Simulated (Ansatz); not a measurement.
# Barrier of one jump, O in SiO2

All numbers below come from DFT PBE, scalar-relativistic, plane waves, PAW in Ansatz. Run with 420 eV cutoff, 2×2×2 k-mesh, shifted by half a step, Gaussian smearing of 0.02 eV, no spin polarisation.

In a supercell of 24 host sites, interstitial O hops to an equivalent place, moving 1.61 Å between the relaxed ends. Climbing-image nudged elastic band at fixed cell with images 0 (start) to 6 (end), the path measured over all atoms, converged to 0.05 eV/Å; the order of the saddle wasn't checked, and the small cell leaves errors of about a tenth of an eV.

Command:

```bash
ansatz run input.yaml --threads 4 --pin off --max-ram 10240MiB --backend cpu --events-out ev --progress --plain --runs-dir out
```

Input:

```yaml
crystal:
  lattice:
    - [5.0262973161, -5.0262973161, 0.0]
    - [-5.0262973161, -5.0262973161, 0.0]
    - [0.0, 0.0, -7.3717411703]
  atoms:
    - { symbol: Si, position: [0.4986216259, 0.4953676739, 0.0046369726] }
    - { symbol: Si, position: [-0.0275026261, 0.5304377839, 0.4938796126] }
    - { symbol: Si, position: [0.0026772417, 1.0042876561, 0.9920141547] }
    - { symbol: Si, position: [0.501461153, 0.992139468, 0.4919880834] }
    - { symbol: Si, position: [0.7528247799, 0.255236185, 0.2541185172] }
    - { symbol: Si, position: [0.2727370539, 0.2286389296, 0.7513301541] }
    - { symbol: Si, position: [0.2456329806, 0.7496079032, 0.2393069372] }
    - { symbol: Si, position: [0.7345477718, 0.7592347746, 0.7522532345] }
    - { symbol: O, position: [0.9154943851, 0.3366794753, 0.3900671352] }
    - { symbol: O, position: [0.4300773919, 0.3098768608, 0.8914291707] }
    - { symbol: O, position: [0.418990933, 0.8224981753, 0.3668018104] }
    - { symbol: O, position: [0.90814659, 0.8314832691, 0.878190463] }
    - { symbol: O, position: [0.8444997765, 0.093204394, 0.1261544849] }
    - { symbol: O, position: [0.3347116106, 0.0483472712, 0.6323347853] }
    - { symbol: O, position: [0.3214533424, 0.5702031697, 0.1238455151] }
    - { symbol: O, position: [0.7884893921, 0.5998073393, 0.6033289301] }
    - { symbol: O, position: [0.6736211288, 0.4297923567, 0.1327658213] }
    - { symbol: O, position: [0.2572798199, 0.384937368, 0.5822858334] }
    - { symbol: O, position: [0.1800455887, 0.9216314045, 0.1072722981] }
    - { symbol: O, position: [0.6726176818, 0.9358064001, 0.6267815094] }
    - { symbol: O, position: [0.5767848282, 0.16419904, 0.365858084] }
    - { symbol: O, position: [0.0812447978, 0.1704659549, 0.8582469058] }
    - { symbol: O, position: [0.0600562855, 0.6830787132, 0.3528839799] }
    - { symbol: O, position: [0.5682514881, 0.6698000518, 0.877096618] }
    - { symbol: O, position: [0.1207569595, 0.5168982375, 0.6695905716] }
basis:
  ecutwfc: 420
  xc_grid: 2
kpoints:
  mp_grid: { grid: [2, 2, 2], shift: [0.5, 0.5, 0.5] }
hamiltonian:
  xc: pbe
scf:
  occupations: { method: gaussian, width: 0.02 }
output:
  forces: true
neb:
  images: 5
  f_tol: 0.05
  max_iterations: 70
  order_check: false
  final_atoms:
    - { symbol: Si, position: [0.4996079032, 0.4956329806, 0.0106930628] }
    - { symbol: Si, position: [-0.0213610704, 0.5227370539, 0.4986698459] }
    - { symbol: Si, position: [0.005236185, 1.0028247799, 0.9958814828] }
    - { symbol: Si, position: [0.5092347746, 0.9845477718, 0.4977467655] }
    - { symbol: Si, position: [0.7542876561, 0.2526772417, 0.2579858453] }
    - { symbol: Si, position: [0.2804377839, 0.2224973739, 0.7561203874] }
    - { symbol: Si, position: [0.2453676739, 0.7486216259, 0.2453630274] }
    - { symbol: Si, position: [0.742139468, 0.751461153, 0.7580119166] }
    - { symbol: O, position: [0.9204659549, 0.3312447978, 0.3917530942] }
    - { symbol: O, position: [0.4330787132, 0.3100562855, 0.8971160201] }
    - { symbol: O, position: [0.4198000518, 0.8182514881, 0.372903382] }
    - { symbol: O, position: [0.91419904, 0.8267848282, 0.884141916] }
    - { symbol: O, position: [0.843204394, 0.0944997765, 0.1238455151] }
    - { symbol: O, position: [0.3498073393, 0.0384893921, 0.6466710699] }
    - { symbol: O, position: [0.3202031697, 0.5714533424, 0.1261544849] }
    - { symbol: O, position: [0.7983472712, 0.5847116106, 0.6176652147] }
    - { symbol: O, position: [0.6716314045, 0.4300455887, 0.1427277019] }
    - { symbol: O, position: [0.134937368, 0.5072798199, 0.6677141666] }
    - { symbol: O, position: [0.1797923567, 0.9236211288, 0.1172341787] }
    - { symbol: O, position: [0.6858064001, 0.9226176818, 0.6232184906] }
    - { symbol: O, position: [0.5814832691, 0.15814659, 0.371809537] }
    - { symbol: O, position: [0.0866794753, 0.1654943851, 0.8599328648] }
    - { symbol: O, position: [0.0598768608, 0.6800773919, 0.3585708293] }
    - { symbol: O, position: [0.5724981753, 0.668990933, 0.8831981896] }
    - { symbol: O, position: [0.2668982375, 0.3707569595, 0.5804094284] }
```

Course of the band:

| iteration | largest band force (eV/Å) | climbing image | energies over image 0 (eV) |
| --- | --- | --- | --- |
| 1 | 985905.643 | none | 0.000 8.380 221.084 21614.340 221.084 8.380 0.000 |
| 2 | 2265.642 | none | 0.000 0.531 17.339 358.443 17.944 0.530 0.000 |
| 3 | 2042.751 | none | 0.000 0.350 12.359 357.456 13.016 0.895 0.000 |
| 4 | 1702.323 | none | 0.000 0.245 11.539 356.865 12.892 0.676 0.000 |
| 5 | 1418.039 | none | 0.000 0.185 10.166 306.378 12.376 0.314 0.000 |
| 6 | 958.218 | none | 0.000 0.154 8.040 196.577 11.007 0.214 0.000 |
| 7 | 1223.900 | none | 0.000 0.128 6.384 264.276 9.175 0.211 0.000 |
| 8 | 934.588 | none | 0.000 0.106 4.637 199.691 7.153 0.188 0.000 |
| 9 | 542.662 | none | 0.000 0.123 2.377 113.971 4.378 0.249 0.000 |
| 10 | 312.954 | none | 0.000 0.235 1.280 61.369 1.809 0.440 0.000 |
| 49 | 0.409 | 2 | 0.000 -0.043 0.358 -0.170 -0.144 0.008 0.000 |
| 50 | 0.104 | 2 | 0.000 -0.048 0.346 -0.175 -0.156 0.002 0.000 |
| 51 | 0.295 | 2 | 0.000 -0.047 0.326 -0.184 -0.158 -0.001 0.000 |
| 52 | 0.138 | 2 | 0.000 -0.047 0.317 -0.208 -0.167 -0.001 0.000 |
| 53 | 0.197 | 2 | 0.000 -0.047 0.312 -0.228 -0.173 -0.003 0.000 |
| 54 | 0.115 | 2 | 0.000 -0.047 0.309 -0.240 -0.172 -0.003 0.000 |
| 55 | 0.110 | 2 | 0.000 -0.047 0.307 -0.246 -0.175 -0.004 0.000 |
| 56 | 0.052 | 2 | 0.000 -0.047 0.305 -0.249 -0.174 -0.003 0.000 |
| 57 | 0.075 | 2 | 0.000 -0.048 0.305 -0.251 -0.172 -0.003 0.000 |
| 58 | 0.048 | 2 | 0.000 -0.048 0.304 -0.253 -0.170 -0.002 0.000 |

Final band:

```csv
image,path (Å),E − E(0) (eV),O x (Å),O y (Å),O z (Å),force on O (eV/Å)
0,0.00,0.000,-1.991,-3.205,-4.936,0.01
1,2.39,-0.048,-2.359,-2.709,-5.179,0.01
2,4.78,0.304,-2.260,-3.730,-4.572,0.03
3,6.53,-0.253,-1.542,-3.784,-4.092,0.01
4,8.29,-0.170,-1.744,-3.718,-4.280,0.16
5,10.04,-0.002,-0.987,-3.605,-4.972,0.05
6,11.79,0.000,-0.522,-3.205,-4.279,0.01
```

Barrier 0.30 eV. An image lies below the start, so the start isn't the lowest place along this path. The run took 35 min on 4 threads of Arm Neoverse V1, with other jobs on the host, peak memory 1.7 GiB.